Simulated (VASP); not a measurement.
# Settings for ZnSe: surface energy

ZnSe, slab, 16 atoms in the cell. PBE; PAW potentials Se, Zn (PBE set). VASP 6.6.1.

Wanted: surface energy within 0.02 J/m²; top spacing change within 0.8 % of the bulk spacing; face levels within 0.05 eV.

Crystal: ZnSe, F-43m; Vacuum (Å): 12; k-point spacing in the plane (1/Å): 0.35; Face: (1 1 0).

Face levels: vacuum level at each face, counted from the middle of the gap.

The series start from free planes on each face: 2; EDIFFG: -0.02; SCF threshold EDIFF (eV): 1e-6; ionic algorithm: IBRION 2; LREAL: .FALSE.; Cutoff ENCUT (eV): 360; atomic planes: 5. Each series keeps the choices made before it, and each single choice may use up half of a tolerance. Times cover all steps of a run.

## Free planes on each face

| Free planes on each face | Surface energy (J/m²) | Top spacing change (% of the bulk spacing) | Face levels, largest deviation (eV) | Time (s) |
|---|---|---|---|---|
| 1 | 0.323 | -9.16 | 0.051 | 168 |
| 2 | 0.315 | -9.60 | 0.010 | 300 |
| 3 | 0.315 | -9.57 | 0.000 | 199 |
| 9 (reference) | 0.315 | -9.57 | 0.000 | 212 |

Chosen: 2, the loosest value from which every tighter one stays within half of the tolerance.

## EDIFFG

| EDIFFG | Surface energy (J/m²) | Top spacing change (% of the bulk spacing) | Face levels, largest deviation (eV) | Time (s) |
|---|---|---|---|---|
| -0.1 | 0.321 | -8.71 | 0.015 | 167 |
| -0.05 | 0.316 | -9.90 | 0.002 | 261 |
| -0.02 | 0.315 | -9.60 | 0.001 | 300 |
| -0.01 | 0.315 | -9.60 | 0.001 | 375 |
| -0.005 (reference) | 0.315 | -9.63 | 0.000 | 338 |

Chosen: -0.05.

## SCF threshold EDIFF (eV)

| SCF threshold EDIFF (eV) | Surface energy (J/m²) | Top spacing change (% of the bulk spacing) | Face levels, largest deviation (eV) | Time (s) |
|---|---|---|---|---|
| 0.0001 | 0.316 | -9.85 | 0.002 | 151 |
| 1e-5 | 0.316 | -9.89 | 0.006 | 188 |
| 1e-6 | 0.316 | -9.90 | 0.004 | 261 |
| 1e-7 (reference) | 0.316 | -9.96 | 0.000 | 277 |

Chosen: 0.0001.

## Ionic algorithm

| Ionic algorithm | Surface energy (J/m²) | Top spacing change (% of the bulk spacing) | Face levels, largest deviation (eV) | Time (s) |
|---|---|---|---|---|
| IBRION 2 | 0.316 | -9.85 | 0.000 | 151 |
| IBRION 1 | 0.319 | -9.06 | 0.017 | 95 |
| IBRION 1, MAXMIX 40 | 0.317 | -9.24 | 0.002 | 140 |
| IBRION 2, POTIM 0.2 | 0.316 | -9.71 | 0.008 | 161 |
| IBRION 3 | 0.317 | -9.46 | 0.006 | 165 |

Chosen: IBRION 2; no other choice that stays within half of the tolerance saves 30 % of the time.

## LREAL

| LREAL | Surface energy (J/m²) | Top spacing change (% of the bulk spacing) | Face levels, largest deviation (eV) | Time (s) |
|---|---|---|---|---|
| .FALSE. | 0.316 | -9.85 | 0.000 | 151 |
| Auto | 0.316 | -10.07 | 0.014 | 174 |

Chosen: .FALSE..

## Cutoff ENCUT (eV)

| Cutoff ENCUT (eV) | Surface energy (J/m²) | Top spacing change (% of the bulk spacing) | Face levels, largest deviation (eV) | Time (s) |
|---|---|---|---|---|
| 280 | 0.316 | -9.93 | 0.007 | 108 |
| 320 | 0.316 | -9.81 | 0.002 | 124 |
| 360 | 0.316 | -9.85 | 0.005 | 151 |
| 410 (reference) | 0.316 | -9.93 | 0.000 | 240 |

Chosen: 280.

## Atomic planes

| Atomic planes | Surface energy (J/m²) | Top spacing change (% of the bulk spacing) | Face levels, largest deviation (eV) | Time (s) |
|---|---|---|---|---|
| 3 | 0.340 | -6.53 | 0.157 | 53 |
| 5 | 0.316 | -9.93 | 0.065 | 108 |
| 6 | 0.315 | -9.82 | 0.033 | 119 |
| 8 (reference) | 0.315 | -9.78 | 0.000 | 185 |

Chosen: 8; the next looser run is off by more than half of the tolerance, so convergence isn't shown beyond this value.

## All choices together

| Input | Surface energy (J/m²) | Top spacing change (% of the bulk spacing) | Face levels, largest deviation (eV) | Time (s) |
|---|---|---|---|---|
| program defaults, thin vacuum, coarse mesh (naive) | 0.322 | -9.56 | 0.087 | 32 |
| chosen settings | 0.315 | -9.78 | 0.027 | 185 |
| reference settings throughout | 0.311 | -9.73 | 0.000 | 1136 |

The chosen settings stay within the tolerance of the reference run, but the reference itself isn't shown to be converged in: atomic planes.

Values of the reference run: Face levels: 4.916, 4.916 eV.

## The input

INCAR.step1:
```
SYSTEM = ZnSe
ALGO = Normal
EDIFF = 1E-4
ENCUT = 280
GGA = PE
ISMEAR = 0
KPAR = 8
LASPH = .TRUE.
LCHARG = .FALSE.
LREAL = .FALSE.
LWAVE = .FALSE.
NELM = 120
PREC = Accurate
SIGMA = 0.05
```

INCAR.step2, as INCAR.step1 but for:
```
- KPAR = 8
```

INCAR.step3, as INCAR.step2 but for:
```
+ DIPOL = 0.5 0.5 0.5
+ EDIFFG = -0.05
+ IBRION = 2
+ IDIPOL = 3
+ ISIF = 2
+ LDIPOL = .TRUE.
+ LVACPOTAV = .TRUE.
+ LVHAR = .TRUE.
+ NSW = 80
```

KPOINTS.step1:
```
Automatic mesh
0
Gamma
  5 4 26
  0 0 0
```

KPOINTS.step2:
```
Automatic mesh
0
Gamma
  5 4 1
  0 0 0
```

POSCAR.step1:
```
ZnSe
1.0
    4.0544201108      0.0000000000      0.0000000000
    0.0000000000      5.7338159082      0.0000000000
    2.0272100554      2.8669079541      2.0272100554
Se Zn
1 1
Direct
    0.5000000000      0.7500000000      0.0000000000
    0.0000000000      0.0000000000      0.0000000000
```

POSCAR.step2:
```
ZnSe
1.0
    4.0544201108      0.0000000000      0.0000000000
    0.0000000000      5.7338159082      0.0000000000
    0.0000000000      0.0000000000     26.1904703881
Se Zn
8 8
Direct
    0.7500000000      0.0000000000      0.2290909598
    0.2500000000      0.5000000000      0.3064935428
    0.7500000000      0.0000000000      0.3838961256
    0.2500000000      0.5000000000      0.4612987085
    0.7499999999      0.0000000000      0.5387012915
    0.2499999999      0.5000000000      0.6161038744
    0.7499999999      0.0000000000      0.6935064572
    0.2499999999      0.5000000000      0.7709090402
    0.2500000000      0.2500000000      0.2290909598
    0.7500000000      0.7500000000      0.3064935428
    0.2500000000      0.2500000000      0.3838961256
    0.7500000000      0.7500000000      0.4612987085
    0.2499999999      0.2500000000      0.5387012915
    0.7499999999      0.7500000000      0.6161038744
    0.2499999999      0.2500000000      0.6935064572
    0.7499999999      0.7500000000      0.7709090402
```

POSCAR.step3:
```
ZnSe
1.0
    4.0544201108      0.0000000000      0.0000000000
    0.0000000000      5.7338159082      0.0000000000
    0.0000000000      0.0000000000     26.1904703881
Se Zn
8 8
Selective dynamics
Direct
    0.7500000000      0.0000000000      0.2290909598  T T T
    0.2500000000      0.5000000000      0.3064935428  T T T
    0.7500000000      0.0000000000      0.3838961256  F F F
    0.2500000000      0.5000000000      0.4612987085  F F F
    0.7499999999      0.0000000000      0.5387012915  F F F
    0.2499999999      0.5000000000      0.6161038744  F F F
    0.7499999999      0.0000000000      0.6935064572  T T T
    0.2499999999      0.5000000000      0.7709090402  T T T
    0.2500000000      0.2500000000      0.2290909598  T T T
    0.7500000000      0.7500000000      0.3064935428  T T T
    0.2500000000      0.2500000000      0.3838961256  F F F
    0.7500000000      0.7500000000      0.4612987085  F F F
    0.2499999999      0.2500000000      0.5387012915  F F F
    0.7499999999      0.7500000000      0.6161038744  F F F
    0.2499999999      0.2500000000      0.6935064572  T T T
    0.7499999999      0.7500000000      0.7709090402  T T T
```

Commands (each step's output is kept before the next begins):
```
cat potpaw_PBE.64/Se/POTCAR potpaw_PBE.64/Zn/POTCAR > POTCAR
cp INCAR.step1 INCAR
cp KPOINTS.step1 KPOINTS
cp POSCAR.step1 POSCAR
mpirun -np 8 vasp_std > vasp.out
rm WAVECAR CHG
cp INCAR.step2 INCAR
cp KPOINTS.step2 KPOINTS
cp POSCAR.step2 POSCAR
mpirun -np 8 vasp_std > vasp.out
rm WAVECAR CHG
cp INCAR.step3 INCAR
cp POSCAR.step3 POSCAR
mpirun -np 8 vasp_std > vasp.out
```

Limits: The face is cut as in the bulk; no reconstruction is tried.

The chosen input took VASP 6.6.1 185 s on 8 cores (Intel Xeon 6975P-C (Granite Rapids)), a shared host.

## An input that fails: ionic steps asked for in every step of the chain, without IBRION and POTIM

VASP's message: Fatal error! IBRION=0, but no entry for POTIM on file INCAR. MUST be specified!.

k-point spacing in the plane (1/Å): 0.35 becomes 0.9.

Changes against the starting input:
```
- ISMEAR = 0
+ ISMEAR = -5
+ NSW = 30
```
